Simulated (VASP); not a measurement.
# KBr (Pm-3m) in VASP: a series of runs

One crystal, KBr, is run at these levels: PBE; tasks: single point.

All numbers are computed with VASP 6.6.1; they aren't measurements. Logs are shortened: lines on timing, memory, paths and dates and some standing lists are left out, and cuts for length are marked.

## (1) Starting point

It takes space group Pm-3m (No. 221, cubic). Conventional cell: a = 4.043 Å, b = 4.043 Å, c = 4.043 Å, α = 90.00°, β = 90.00°, γ = 90.00°. Br (site symmetry m-3m) is surrounded by 8 K at 3.50 Å. K (site symmetry m-3m) is surrounded by 8 Br at 3.50 Å.

Measurements of this composition are mostly on another form, of space group No. 225.

## (2) Single point, PBE

Input file INCAR:

```
  PREC = Accurate
  ENCUT = 450
  EDIFF = 0.001
  ISMEAR = 0
  SIGMA = 0.05
  LREAL = False
  LASPH = True
  NELM = 100
  ALGO = Normal
  ISIF = 2
  LWAVE = False
  LCHARG = False
  GGA = PE
  NBANDS = 14
  ADDGRID = False
```

Input file KPOINTS:

```
Automatic mesh
0
Gamma
  5 5 5
```

Input file POSCAR:

```
KBr
1.0
    4.0434990000      0.0000000000      0.0000000000
    0.0000000000      4.0434990000      0.0000000000
    0.0000000000      0.0000000000      4.0434990000
Br K
1 1
Direct
    0.5000000000      0.5000000000      0.5000000000
    0.0000000000      0.0000000000      0.0000000000
```

Potentials or basis: VASP PAW PBE potentials, release 64 (Br, K_pv).

Run with:

```
> cat potpaw_PBE.64/Br/POTCAR potpaw_PBE.64/K_pv/POTCAR > POTCAR
> mpirun -np 1 vasp_std > vasp.out
```

OUTCAR:

```text
PREC = Accurate
   ENCUT = 450
   EDIFF = 0.001
   ISMEAR = 0
   LREAL = False
   LASPH = True
   NELM = 100
   ISIF = 2
   GGA = PE

 Found     10 irreducible k-points:

 Following reciprocal coordinates:
            Coordinates               Weight
  0.000000  0.000000  0.000000      1.000000
  0.200000  0.000000  0.000000      6.000000
  0.400000  0.000000  0.000000      6.000000
  0.200000  0.200000  0.000000     12.000000
  0.400000  0.200000  0.000000     24.000000
  0.400000  0.400000  0.000000     12.000000
   k-points           NKPTS =     10   k-points in BZ     NKDIM =     10   number of bands    NBANDS=     14
   number of dos      NEDOS =    301   number of ions     NIONS =      2
   total plane-waves  NPLWV =  21952
   dimension x,y,z NGX =    28 NGY =   28 NGZ =   28
   dimension x,y,z NGXF=    56 NGYF=   56 NGZF=   56
   ions per type =               1   1
   NGX,Y,Z   is equivalent  to a cutoff of  11.51, 11.51, 11.51 a.u.
   NGXF,Y,Z  is equivalent  to a cutoff of  23.02, 23.02, 23.02 a.u.
 SYSTEM =  unknown system
   PREC   = accura    normal or accurate (medium, high low for compatibility)
   ISTART =      0    job   : 0-new  1-cont  2-samecut
   ICHARG =      2    charge: 1-file 2-atom 10-const
   ISPIN  =      1    spin polarized calculation?
   LNONCOLLINEAR =      F non collinear calculations
   LSORBIT =      F    spin-orbit coupling
   LASPH  =      T    aspherical Exc in radial PAW
   ENCUT  =  450.0 eV  33.07 Ry    5.75 a.u.   6.99  6.99  6.99*2*pi/ulx,y,z
   NELM   =    100;   NELMIN=  2; NELMDL= -5     # of ELM steps
   EDIFF  = 0.1E-02   stopping-criterion for ELM
   LREAL  =      F    real-space projection
   EDIFFG = 0.1E-01   stopping-criterion for IOM
   NSW    =      0    number of steps for IOM
   IBRION =     -1    ionic relax: 0-MD 1-quasi-New 2-CG
[... 14 lines left out ...]
     AMIX     =   0.40;   BMIX     =  1.00
     AMIX_MAG =   1.60;   BMIX_MAG =  1.00
  volume/ion in A,a.u.               =      33.06       223.07
  Fermi-wavevector in a.u.,A,eV,Ry     =   0.975799  1.843992 12.955234  0.952183
  Thomas-Fermi vector in A             =   2.106367
   LORBIT       =      0    0 simple, 1 ext, 2 COOP (PROOUT), +10 PAW based schemes
   GGA     = PE    functional components
[... 5 lines left out ...]
 non-spin polarized calculation
 Gauss-broadening in eV      SIGMA  =   0.05
  energy-cutoff  :      450.00
  volume of cell :       66.11
 maximum number of plane-waves:      1445
 NGX is ok and might be reduce to    28
   NGX = 13   NGY = 13   NGZ = 13

 number of electron      13.9999998 magnetization

 Free energy of the ion-electron system (eV)
  ---------------------------------------------------
  ext. energy  EPLUGINS =         0.00000000
  ---------------------------------------------------
  free energy    TOTEN  =        -6.04092666 eV

  energy without entropy =       -6.04092666  energy(sigma->0) =       -6.04092666

 E-fermi :  -1.7685     XC(G=0):  -7.7974

 val. band max:       -2.0034011277   @ k =   0.4000   0.4000   0.0000
 cond. band min:       1.8916191691   @ k =   0.0000   0.0000   0.0000
 fundamental gap:      3.8950202968
 Fermi energy:        -1.7685138214

 k-point     1 :       0.0000    0.0000    0.0000
  band No.  band energies     occupation
      1     -14.7405      2.00000
      2     -14.0399      2.00000
      3     -14.0399      2.00000
      4     -14.0399      2.00000
      5      -2.2198      2.00000
      6      -2.2198      2.00000
      7      -2.2198      2.00000
      8       1.8916      0.00000
      9       3.8854      0.00000
     10       3.8855      0.00000
     11       7.8483      0.00000
     12       7.8483      0.00000
     13       7.8483      0.00000
     14      10.5876      0.00000

 k-point     2 :       0.2000    0.0000    0.0000
  band No.  band energies     occupation
      1     -14.8033      2.00000
      2     -14.0333      2.00000
      3     -14.0333      2.00000
      4     -13.9686      2.00000
      5      -2.9371      2.00000
      6      -2.2096      2.00000
      7      -2.2096      2.00000
      8       2.7310      0.00000
      9       4.1895      0.00000
     10       4.6537      0.00000
     11       7.7333      0.00000
     12       7.7333      0.00000
     13       8.0276      0.00000
     14       9.2128      0.00000

 k-point     3 :       0.4000    0.0000    0.0000
  band No.  band energies     occupation
      1     -14.8955      2.00000
      2     -14.0226      2.00000
      3     -14.0226      2.00000
      4     -13.8582      2.00000
      5      -3.7820      2.00000
      6      -2.1939      2.00000
      7      -2.1939      2.00000
      8       4.1561      0.00000
      9       4.9747      0.00000
     10       5.6761      0.00000
     11       7.3740      0.00000
     12       7.7732      0.00000
     13       7.7732      0.00000
     14       8.3832      0.00000

 k-point     4 :       0.2000    0.2000    0.0000
  band No.  band energies     occupation
      1     -14.7959      2.00000
      2     -14.0887      2.00000
      3     -14.0272      2.00000
      4     -13.9204      2.00000
      5      -2.9756      2.00000
      6      -2.6922      2.00000
      7      -2.1770      2.00000
      8       3.3577      0.00000
      9       4.5444      0.00000
     10       5.1351      0.00000
     11       7.1208      0.00000
     12       7.3947      0.00000
     13       8.2849      0.00000
     14       9.0294      0.00000

 k-point     5 :       0.4000    0.2000    0.0000
  band No.  band energies     occupation
      1     -14.8028      2.00000
      2     -14.0860      2.00000
      3     -14.0174      2.00000
      4     -13.9127      2.00000
      5      -3.6153      2.00000
      6      -2.6683      2.00000
      7      -2.1236      2.00000
      8       4.3119      0.00000
      9       4.7342      0.00000
     10       6.0092      0.00000
     11       6.9132      0.00000
     12       7.1931      0.00000
     13       7.4694      0.00000
     14       8.5908      0.00000

 k-point     6 :       0.4000    0.4000    0.0000
  band No.  band energies     occupation
      1     -14.6082      2.00000
      2     -14.1676      2.00000
      3     -14.0644      2.00000
      4     -14.0090      2.00000
      5      -3.3524      2.00000
      6      -3.2611      2.00000
      7      -2.0034      2.00000
      8       3.5672      0.00000
      9       4.6079      0.00000
     10       6.2542      0.00000
     11       6.4722      0.00000
     12       7.5347      0.00000
     13       7.6028      0.00000
     14       9.3534      0.00000

 [... further k-points ...]

------------------------ aborting loop because EDIFF is reached ----------------------------------------

  FORCE on cell =-STRESS in cart. coord.  units (eV):
  Direction    XX          YY          ZZ          XY          YZ          ZX
  --------------------------------------------------------------------------------------
  -------------------------------------------------------------------------------------
  Total        0.1115931      0.1115931      0.1115931      0.0000000      0.0000000     -0.0000000
  in kB        2.7044298      2.7044298      2.7044298      0.0000000      0.0000000     -0.0000000
  external PRESSURE =       2.7044298 kB  Pullay stress =       0.0000000 kB

 VOLUME and BASIS-vectors are now :
 -----------------------------------------------------------------------------
  energy-cutoff  :      450.00
  volume of cell :       66.11
      direct lattice vectors                 reciprocal lattice vectors
     4.043499000  0.000000000  0.000000000     0.247310559  0.000000000  0.000000000
     0.000000000  4.043499000  0.000000000     0.000000000  0.247310559  0.000000000
     0.000000000  0.000000000  4.043499000     0.000000000  0.000000000  0.247310559

 POSITION                                       TOTAL-FORCE (eV/Angst)
 -----------------------------------------------------------------------------------
      2.02175      2.02175      2.02175         0.000000      0.000000      0.000000
      0.00000      0.00000      0.00000         0.000000      0.000000      0.000000
 -----------------------------------------------------------------------------------
    total drift:                                0.000000      0.000000      0.000000

  FREE ENERGIE OF THE ION-ELECTRON SYSTEM (eV)
  ---------------------------------------------------
  free  energy   TOTEN  =        -6.0409266644 eV

  energy  without entropy=       -6.0409266644  energy(sigma->0) =       -6.04092666
```

OSZICAR:

```text
N       E                     dE             d eps       ncg     rms          rms(c)
DAV:   1     0.745824194423E+02    0.74582E+02   -0.56424E+03   296   0.782E+02
DAV:   2    -0.127491660037E+01   -0.75857E+02   -0.72310E+02   348   0.177E+02
DAV:   3    -0.620305361097E+01   -0.49281E+01   -0.49161E+01   358   0.401E+01
DAV:   4    -0.623977728971E+01   -0.36724E-01   -0.36722E-01   310   0.406E+00
DAV:   5    -0.623999708204E+01   -0.21979E-03   -0.21979E-03   374   0.336E-01    0.226E+00
DAV:   6    -0.606432788170E+01    0.17567E+00   -0.20935E-01   322   0.241E+00    0.159E+00
DAV:   7    -0.603790171682E+01    0.26426E-01   -0.99352E-02   340   0.199E+00    0.844E-01
DAV:   8    -0.604089334593E+01   -0.29916E-02   -0.90923E-03   298   0.728E-01    0.136E-01
DAV:   9    -0.604092666444E+01   -0.33319E-04   -0.49152E-04   272   0.157E-01
   1 F= -.60409267E+01 E0= -.60409267E+01  d E =-.705180E-12
```

Run time: 4.3 s. Hardware: 1 thread of Intel Xeon Platinum 8488C (Sapphire Rapids), shared host; peak memory 0.15 GiB.

The run converged, but some of its settings lie outside the range that counts as converged, so its numbers aren't taken as properties of the crystal.

What came out:

```
Free energy            : -6.0409 eV
Pressure               : 0.3 GPa
Band gap on the k mesh : 3.90 eV, indirect (least direct gap 4.11 eV)
```

Caveat: an odd mesh through Γ misses points on the zone boundary, where band edges often lie.

## (3) Single point, PBE

INCAR: that of step 2 with these lines changed.

```diff
@@ -2,3 +2,3 @@
   ENCUT = 450
-  EDIFF = 0.001
+  EDIFF = 1E-4
   ISMEAR = 0
```

KPOINTS is that of step 2.

POSCAR is that of step 2.

Potentials or basis: VASP PAW PBE potentials, release 64 (Br, K_pv).

Run with:

```
> cat potpaw_PBE.64/Br/POTCAR potpaw_PBE.64/K_pv/POTCAR > POTCAR
> mpirun -np 1 vasp_std > vasp.out
```

OUTCAR:

```text
PREC = Accurate
   ENCUT = 450
   EDIFF = 1E-4
   ISMEAR = 0
   LREAL = False
   LASPH = True
   NELM = 100
   ISIF = 2
   GGA = PE

 Found     10 irreducible k-points:

 Following reciprocal coordinates:
            Coordinates               Weight
  0.000000  0.000000  0.000000      1.000000
  0.200000  0.000000  0.000000      6.000000
  0.400000  0.000000  0.000000      6.000000
  0.200000  0.200000  0.000000     12.000000
  0.400000  0.200000  0.000000     24.000000
  0.400000  0.400000  0.000000     12.000000
   k-points           NKPTS =     10   k-points in BZ     NKDIM =     10   number of bands    NBANDS=     14
   number of dos      NEDOS =    301   number of ions     NIONS =      2
   total plane-waves  NPLWV =  21952
   dimension x,y,z NGX =    28 NGY =   28 NGZ =   28
   dimension x,y,z NGXF=    56 NGYF=   56 NGZF=   56
   ions per type =               1   1
   NGX,Y,Z   is equivalent  to a cutoff of  11.51, 11.51, 11.51 a.u.
   NGXF,Y,Z  is equivalent  to a cutoff of  23.02, 23.02, 23.02 a.u.
 SYSTEM =  unknown system
   PREC   = accura    normal or accurate (medium, high low for compatibility)
   ISTART =      0    job   : 0-new  1-cont  2-samecut
   ICHARG =      2    charge: 1-file 2-atom 10-const
   ISPIN  =      1    spin polarized calculation?
   LNONCOLLINEAR =      F non collinear calculations
   LSORBIT =      F    spin-orbit coupling
[... 72 lines left out ...]
     11       7.8483      0.00000
     12       7.8483      0.00000
     13       7.8483      0.00000
     14      10.5876      0.00000
[... 71 lines left out ...]
      1     -14.6082      2.00000
      2     -14.1676      2.00000
      3     -14.0644      2.00000
      4     -14.0090      2.00000
      5      -3.3524      2.00000
      6      -3.2611      2.00000
      7      -2.0034      2.00000
      8       3.5672      0.00000
      9       4.6079      0.00000
     10       6.2542      0.00000
     11       6.4722      0.00000
     12       7.5347      0.00000
     13       7.6028      0.00000
     14       9.3534      0.00000

 [... further k-points ...]

------------------------ aborting loop because EDIFF is reached ----------------------------------------

  FORCE on cell =-STRESS in cart. coord.  units (eV):
  Direction    XX          YY          ZZ          XY          YZ          ZX
  --------------------------------------------------------------------------------------
  -------------------------------------------------------------------------------------
  Total        0.0982589      0.0982589      0.0982589      0.0000000      0.0000000      0.0000000
  in kB        2.3812797      2.3812797      2.3812797      0.0000000      0.0000000      0.0000000
  external PRESSURE =       2.3812797 kB  Pullay stress =       0.0000000 kB

 VOLUME and BASIS-vectors are now :
 -----------------------------------------------------------------------------
  energy-cutoff  :      450.00
  volume of cell :       66.11
      direct lattice vectors                 reciprocal lattice vectors
     4.043499000  0.000000000  0.000000000     0.247310559  0.000000000  0.000000000
     0.000000000  4.043499000  0.000000000     0.000000000  0.247310559  0.000000000
     0.000000000  0.000000000  4.043499000     0.000000000  0.000000000  0.247310559

 POSITION                                       TOTAL-FORCE (eV/Angst)
 -----------------------------------------------------------------------------------
      2.02175      2.02175      2.02175         0.000000      0.000000      0.000000
      0.00000      0.00000      0.00000         0.000000      0.000000      0.000000
 -----------------------------------------------------------------------------------
    total drift:                                0.000000      0.000000      0.000000

  FREE ENERGIE OF THE ION-ELECTRON SYSTEM (eV)
  ---------------------------------------------------
  free  energy   TOTEN  =        -6.0409301792 eV

  energy  without entropy=       -6.0409301792  energy(sigma->0) =       -6.04093018
```

It took 5.3 s on 1 thread of Intel Xeon Platinum 8488C (Sapphire Rapids), shared host; peak memory 0.15 GiB.

These settings aren't checked as converged: the numbers below hold their error.

Results:

```
Free energy            : -6.0409 eV
Pressure               : 0.2 GPa
Band gap on the k mesh : 3.90 eV, indirect (least direct gap 4.11 eV)
```

Caveat: an odd mesh through Γ misses points on the zone boundary, where band edges often lie.

(Part 1 of 2 ends here.)
